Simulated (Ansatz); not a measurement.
# Al2O3: checks on the settings of a gradient run

Aim: follow the field gradients at the nuclei of Al2O3 through further changes. The cell is a computed entry of the Materials Project. Its positions were relaxed in an earlier run. Planned: a check of grid with width.

Method: DFT, PBE, plane-wave PAW, default files, scalar-relativistic, as far as a step names no other, in Ansatz 0.2.0.

1 further run of the same task is left out (it didn't finish).

### 1 The starting structure

It takes space group R-3c (No. 167, trigonal). Conventional cell: a = 4.805 Å, b = 4.805 Å, c = 13.116 Å, α = 90.00°, β = 90.00°, γ = 120.00°. Al (site symmetry 3) is surrounded by 6 O at 1.87 to 1.99 Å. O (site symmetry 2) is surrounded by 4 Al at 1.87 to 1.99 Å.

Structure file:

```xyz
10
Lattice="2.4025 1.3871 4.3721 -2.4025 1.3871 4.3721 0.0000 -2.7742 4.3721" Properties=species:S:1:pos:R:3 pbc="T T T"
Al    0.0000    0.0000    8.4981
Al    0.0000    0.0000   11.1763
Al    0.0000    0.0000    1.9399
Al    0.0000    0.0000    4.6182
O     0.9315   -1.3871    5.4651
O     1.6670    0.1131    7.6511
O    -1.6670   -0.1131    5.4651
O     0.7355    1.5002    5.4651
O    -0.7355   -1.5002    7.6511
O    -0.9315    1.3871    7.6511
```

The earlier run gave: gap on the mesh 5.88 eV, largest force 0.009 eV/Å, pressure 0.5 GPa.

Site by site (atoms counted from 1):

| site | atoms | first shell | V_zz (10²¹ V/m²) | η | C_Q (MHz) |
| --- | --- | --- | --- | --- | --- |
| Al | 1, 2, 3, 4 | 6 O at 1.87–1.99 Å | 0.54 | 0.00 | 1.90 (²⁷Al) |
| O | 5, 6, 7, 8, … | 4 Al at 1.87–1.99 Å; also 2 Al at 3.25 Å | -4.00 | 0.52 | 2.47 (¹⁷O) |

Conventions: |V_zz| ≥ |V_yy| ≥ |V_xx|, η = (V_xx − V_yy)/V_zz, C_Q = eQV_zz/h. Q values from Pyykkö, Mol. Phys. 116, 1328 (2018).

### 2 Trying other settings (kpoints.mp_grid.grid = [6, 6, 6], scf.occupations.width = 0.05)

The input, input.yaml:

```yaml
crystal:
  lattice:
    - [2.4025136104, 1.3870918797, 4.3720844159]
    - [-2.4025136104, 1.3870918797, 4.3720844159]
    - [0.0, -2.7741837594, 4.3720844159]
  atoms:
    - { symbol: Al, position: [0.647904, 0.647904, 0.647904] }
    - { symbol: Al, position: [0.852096, 0.852096, 0.852096] }
    - { symbol: Al, position: [0.147904, 0.147904, 0.147904] }
    - { symbol: Al, position: [0.352096, 0.352096, 0.352096] }
    - { symbol: O, position: [0.4438545, 0.0561455, 0.75] }
    - { symbol: O, position: [0.9438545, 0.25, 0.5561455] }
    - { symbol: O, position: [0.0561455, 0.75, 0.4438545] }
    - { symbol: O, position: [0.75, 0.4438545, 0.0561455] }
    - { symbol: O, position: [0.25, 0.5561455, 0.9438545] }
    - { symbol: O, position: [0.5561455, 0.9438545, 0.25] }
kpoints:
  mp_grid: { grid: [6, 6, 6] }
scf:
  occupations: { method: fermi_dirac, width: 0.05 }
hamiltonian:
  xc: pbe
  pseudopotentials: { kind: paw }
output:
  forces: true
  stress: true
  populations: true
  efg:
    quadrupole_moments_barn: { Al: 0.1466, O: -0.02558 }
    contact_densities: true
```

Started as:

```
$ ansatz run input.yaml --threads 1 --pin off --max-ram 2560MiB --backend cpu --events-out ev --progress --plain --runs-dir out
```

The log of the run:

```text
Warning: RAYON_NUM_THREADS=1 ignored (pool sized by the plan → 1); use --threads N
Engine: ansatz 0.2.0, x86_64-unknown-linux-gnu
Pseudopotentials: kind: paw
Pseudopotential: Al, paw, valence charge 3, recommended cutoff 420 eV (normal), Al.paw.azcp
Pseudopotential: O, paw, valence charge 6, recommended cutoff 420 eV (normal), O.paw.azcp
Functional definition: PBE
  parameter kappa = 0.804
  parameter beta = 0.06672455060314922
  exchange = pbe_x(kappa = kappa, mu = beta*pi^2/3)
  correlation = pbe_c(beta = beta)
Crystal: 10 atoms, lattice volume = 87.420 Å³
Basis set: ecut = 420 eV, 1707 PW (Γ), exchange–correlation on 72×72×72 points (8 copies of the dense FFT grid, shifted against one another)
Bands: 34, of which v1, the nominal top of the filled ones, is band 24 counted from 1 (23 counted from 0)
Symmetry: 12 space group operations
Space group: R-3c (ITA 167), of the structure as read, at distance tolerance 4.4e-5 Å
k-points: 32 of 216
Non-local potential: Al, projectors of the file, l = 0: 2, l = 1: 2, l = 2: 1
Non-local potential: O, projectors of the file, l = 0: 2, l = 1: 2, l = 2: 1
PAW form: soft (Blöchl's): semilocal exchange-correlation on the pseudo side does not see the compensation charge
PAW one-centre angular grid: Al, 110 points (default); XC on 64 Gauss nodes
PAW one-centre angular grid: O, 110 points (default); XC on 64 Gauss nodes
Initial density: superposition of atomic densities (neutral atoms: chi_scale 0, normalization atom), corrected by the library's trained network
Initial wavefunctions: pseudopotential atomic-orbital guess
Functional: x = pbe(κ = 0.804, μ = 0.2195149727645171), c = pbe(β = 0.06672455060314922)
SCF iter   1: F=—  HF=-5569.606448 eV  |F-HF|=—  |Δ(HF+E_count)|=         —  Δρ=1.68e-3  dr2=1.29e-3  ethr=1.77e-3  ⟨swp⟩=7.7  Hψ=5702  notcnv=0  defer=24
preconditioner: auto → Resta (q_TF=auto, 2.469 Å⁻¹)  ε∞=3.5  [insulator: Δε(μ)=5.871 eV  Ē_g=17.253 eV  σ=0.050 eV  W_gap=1.00  n_scr=20 (ndim 8)  ℏωp=27.5 eV  f_vac=0.000  D(μ)=0.00/eV (n_scr^D=0)  ε∞_Penn≈3.5]
SCF iter   2: F=—  HF=-5569.607915 eV  |F-HF|=—  |Δ(HF+E_count)|=   1.47e-3  Δρ=8.70e-4  dr2=2.92e-4  ethr=2.68e-6  ⟨swp⟩=2.0  Hψ=2134  notcnv=0  defer=58
SCF iter   3: F=—  HF=-5569.608509 eV  |F-HF|=—  |Δ(HF+E_count)|=   5.95e-4  Δρ=2.49e-4  dr2=3.24e-5  ethr=6.07e-7  ⟨swp⟩=2.1  Hψ=1565  notcnv=0  defer=58
SCF iter   4: F=—  HF=-5569.608583 eV  |F-HF|=—  |Δ(HF+E_count)|=   7.38e-5  Δρ=5.21e-5  dr2=1.25e-6  ethr=6.75e-8  ⟨swp⟩=2.0  Hψ=1530  notcnv=0  defer=58
iter 5 did not close the SCF: its close was put off for the readings that it lacked (scf_convergence_deferred on its scf_iter line)
SCF iter   5: F=-5569.608584 eV  HF=-5569.608584 eV  |F-HF|=1.10e-8  |Δ(HF+E_count)|=   1.24e-6  Δρ=1.08e-5  dr2=4.71e-8  ethr=2.60e-9  ⟨swp⟩=2.0  Hψ=1698  notcnv=0  defer=58
SCF iter   6: F=-5569.608584 eV  HF=-5569.608584 eV  |F-HF|=1.54e-9  |Δ(HF+E_count)|=   1.00e-9  Δρ=2.63e-6  dr2=3.37e-9  ethr=9.82e-11  ⟨swp⟩=8.3  Hψ=5037  notcnv=0
SCF 1 converged in 6 iterations: F = -5569.608584 eV  dr2 = 3.37e-9
SCF converged after 6 iterations
Free energy (F): -5569.608584 eV
Harris-Foulkes:  -5569.608584 eV  (|F-HF|=1.54e-9)
Internal energy: -5569.608584 eV  (E = F + TS)
E sigma→0 (E₀):  -5569.608584 eV
Fermi energy:    10.394174 eV
--- Per-component energies (eV) ---
  E_band       = 53.895499
  E_kinetic    = 1178.794453
  E_local      = -2006.584110  (includes V_loc(G=0)·N_el)
  E_nonlocal   = 323.470134
  E_hartree    = 743.204488
  E_xc         = -612.412480
  E_vxc        = -695.547676  (∫ρ·V_xc dr)
  E_paw        = -2821.062989  (= ΣΔE_a)
  E_vpaw       = -232.660558  (= ΣTr[D̂ρ^β])
  E_aug_tail   = 0.015180  (compensation charges beyond the density's cutoff)
  E_ewald      = -2375.033261
  E_smearing   = -0.000000  (= −TS)
  E_closure    = 0.000000  (closes the sum)
  Σ components = -5569.608584   (vs F -5569.608584, Δ=0.00e0)
--- Forces (eV/Å), atoms counted from 1 ---
  atom   1  Al    -0.00000000     0.00000000    -0.00895434
  atom   2  Al    -0.00000000     0.00000000     0.00895434
  atom   3  Al     0.00000000    -0.00000000    -0.00895434
  atom   4  Al     0.00000000    -0.00000000     0.00895434
  atom   5  O     -0.00692217    -0.00000000    -0.00000000
  atom   6  O     -0.00346108    -0.00599477     0.00000000
  atom   7  O      0.00346108     0.00599477    -0.00000000
  atom   8  O      0.00346108    -0.00599477     0.00000000
  atom   9  O     -0.00346108     0.00599477     0.00000000
  atom  10  O      0.00692217     0.00000000     0.00000000
  max |Σ_I F_I| component: 9.54e-18 eV/Å
--- Stress (GPa, compression-positive) ---
        0.528646      -0.000000      -0.000000
       -0.000000       0.528646       0.000000
       -0.000000       0.000000       0.453439
  P = ⅓ Tr σ = 0.5036 GPa (5.036 kbar)
--- PAW observables at the nuclei: V_zz in 10²¹ V/m², potentials from the cell's mean, atoms counted from 1 ---
  atom   1  Al V_zz =    +0.536615   η = 0.0000   by run symmetry: allowed   C_q = +1.9022 MHz
            electrostatic potential = -1230.927586 V   contact ρ = 10078.427236 e/Å³
  atom   2  Al V_zz =    +0.536615   η = 0.0000   by run symmetry: allowed   C_q = +1.9022 MHz
            electrostatic potential = -1230.927586 V   contact ρ = 10078.427236 e/Å³
  atom   3  Al V_zz =    +0.536615   η = 0.0000   by run symmetry: allowed   C_q = +1.9022 MHz
            electrostatic potential = -1230.927586 V   contact ρ = 10078.427236 e/Å³
  atom   4  Al V_zz =    +0.536615   η = 0.0000   by run symmetry: allowed   C_q = +1.9022 MHz
            electrostatic potential = -1230.927586 V   contact ρ = 10078.427236 e/Å³
  atom   5  O  V_zz =    -3.999563   η = 0.5182   by run symmetry: allowed   C_q = +2.4738 MHz
            electrostatic potential = -625.056677 V   contact ρ = 2154.515972 e/Å³
  atom   6  O  V_zz =    -3.999563   η = 0.5182   by run symmetry: allowed   C_q = +2.4738 MHz
            electrostatic potential = -625.056677 V   contact ρ = 2154.515972 e/Å³
  atom   7  O  V_zz =    -3.999563   η = 0.5182   by run symmetry: allowed   C_q = +2.4738 MHz
            electrostatic potential = -625.056677 V   contact ρ = 2154.515972 e/Å³
  atom   8  O  V_zz =    -3.999563   η = 0.5182   by run symmetry: allowed   C_q = +2.4738 MHz
            electrostatic potential = -625.056677 V   contact ρ = 2154.515972 e/Å³
  atom   9  O  V_zz =    -3.999563   η = 0.5182   by run symmetry: allowed   C_q = +2.4738 MHz
            electrostatic potential = -625.056677 V   contact ρ = 2154.515972 e/Å³
  atom  10  O  V_zz =    -3.999563   η = 0.5182   by run symmetry: allowed   C_q = +2.4738 MHz
            electrostatic potential = -625.056677 V   contact ρ = 2154.515972 e/Å³
--- Band table (eV; the first three rows and the last of 32) ---
  k-point 0: bands = ["-11.6222", "-9.4032", "-9.1391", "-9.1391", "-8.8366", "-8.8366", "0.6415", "1.6053", "2.0023", "2.0023", "3.0907", "3.2190", "3.2190", "4.2049", "4.4976", "6.0110", "6.0110", "6.1490", "6.1490", "6.9236", "6.9236", "7.3552", "7.3552", "7.3838", "13.2634", "16.3255", "17.8053", "18.6880", "18.6880", "18.8442", "19.5691", "19.5691", "19.6631", "20.5808"]
  k-point 1: bands = ["-11.4846", "-9.4724", "-9.2152", "-9.1649", "-8.9011", "-8.8465", "0.7902", "1.3775", "1.8196", "2.5668", "2.5972", "3.1575", "4.0570", "4.7327", "4.7769", "5.5406", "5.9079", "6.0446", "6.2119", "6.5461", "6.7390", "7.0585", "7.3185", "7.3413", "13.8984", "16.8201", "17.4058", "18.3656", "18.3878", "18.6955", "19.6777", "19.8016", "20.1111", "20.1157"]
  k-point 2: bands = ["-11.0941", "-9.9064", "-9.1905", "-9.1638", "-9.0374", "-8.9077", "0.9779", "1.4258", "1.6484", "2.4621", "3.2222", "3.6733", "4.4309", "5.0576", "5.1707", "5.2770", "5.5954", "5.7255", "5.9895", "6.0656", "6.5808", "6.8677", "7.1786", "7.2158", "15.2147", "16.9309", "17.3041", "17.6071", "18.1039", "18.6497", "19.4727", "19.6293", "20.0938", "20.6615"]
  k-point 31: bands = ["-10.6675", "-10.6675", "-9.0056", "-9.0056", "-9.0056", "-9.0056", "1.9208", "1.9208", "3.0847", "3.0847", "3.0847", "3.0847", "3.3833", "3.3833", "5.2093", "5.2093", "5.4627", "5.4627", "5.4627", "5.4627", "7.0337", "7.0337", "7.0337", "7.0337", "15.7666", "15.7666", "18.2783", "18.2783", "19.5073", "19.5073", "19.8873", "19.8873", "19.8873", "19.8873"]
--- Löwdin populations: 10 sites ---
  site symbol       q [e]
     0     Al      1.7156
     1     Al      1.7156
     2     Al      1.7156
     3     Al      1.7156
     4      O      6.7940
     5      O      6.7940
     6      O      6.7940
     7      O      6.7940
     8      O      6.7940
     9      O      6.7940
  spilling = 0.007776 (of n_electrons = 48.000000)
```

It took 3.7 s on 1 thread of an x86-64 CPU, shared host; peak memory 0.49 GiB.

At the end: gap on the mesh 5.88 eV, largest force 0.009 eV/Å, pressure 0.5 GPa.

Beside the values of step 1 (V_zz in 10²¹ V/m²):

```
site       atoms  V_zz, PBE  V_zz, new settings  η, PBE  η, new settings
  Al  1, 2, 3, …       0.54                0.54    0.00             0.00
   O  5, 6, 7, …      -4.00               -4.00    0.52             0.52
```

The sizes of the gradients above 0.15 moved by less than 0.1 % at any site. The free energy stayed within 0.1 meV/atom.

### 3 What came out

| quantity | value |
| --- | --- |
| state (step 1) | gap on the mesh 5.88 eV, largest force 0.009 eV/Å, pressure 0.5 GPa |
| V_zz by site, step 1 (10²¹ V/m²) | Al 0.54, O -4.00 |
| largest C_Q in size, step 1 | 2.47 MHz, ¹⁷O at O |
| step 2 (kpoints.mp_grid.grid = [6, 6, 6], scf.occupations.width = 0.05) against step 1 | less than 0.1 % at any site |

In words: Site O (4 Al at 1.87–1.99 Å; also 2 Al at 3.25 Å) carries the largest gradient.

These are semilocal Kohn-Sham gaps, which aren't the measured quantity. Such gaps usually fall short of the measured ones.
